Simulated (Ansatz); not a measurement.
# InCuS2, carrier doping

Consider InCuS2 in the chalcopyrite structure (space group I-42d, No. 122).

```
CELL_PARAMETERS angstrom
     -2.76098     2.76098     5.56516
      2.76098    -2.76098     5.56516
      2.76098     2.76098    -5.56516
ATOMIC_POSITIONS crystal
  Cu 0.75000 0.25000 0.50000
  Cu 0.00000 0.00000 0.00000
  In 0.25000 0.75000 0.50000
  In 0.50000 0.50000 0.00000
  S  0.09666 0.12500 0.47166
  S  0.65334 0.62500 0.52834
  S  0.37500 0.90334 0.02834
  S  0.87500 0.34666 0.97166
```

Carriers are added at fixed cell with a uniform background; the Fermi–Dirac width is that of 300 K.

Computed with DFT with r2SCAN, PAW potentials and a 500 eV plane-wave cutoff in Ansatz (an electronic-structure program), no SOC.

Candidates:
(a) electrons 7.0×10^21 cm⁻³
(b) holes 2.0×10^21 cm⁻³
(c) electrons 3.0×10^21 cm⁻³

Notes on the quantities. Fermi level from band edge: Fermi level relative to the doped band's edge (positive inside the band; to 0.05 eV).

Task: Order them by Fermi level from band edge, highest first.

Result: (a) electrons 7.0×10^21 cm⁻³ (+1.55 eV), (c) electrons 3.0×10^21 cm⁻³ (+1.35 eV), (b) holes 2.0×10^21 cm⁻³ (+0.20 eV)

Charged cell with a jellium background: band edges are those of the host's band count, energies are not comparable with the neutral cell, and many-body gap narrowing is missing. No phonon test of stability was made. All final runs are without spin polarisation.
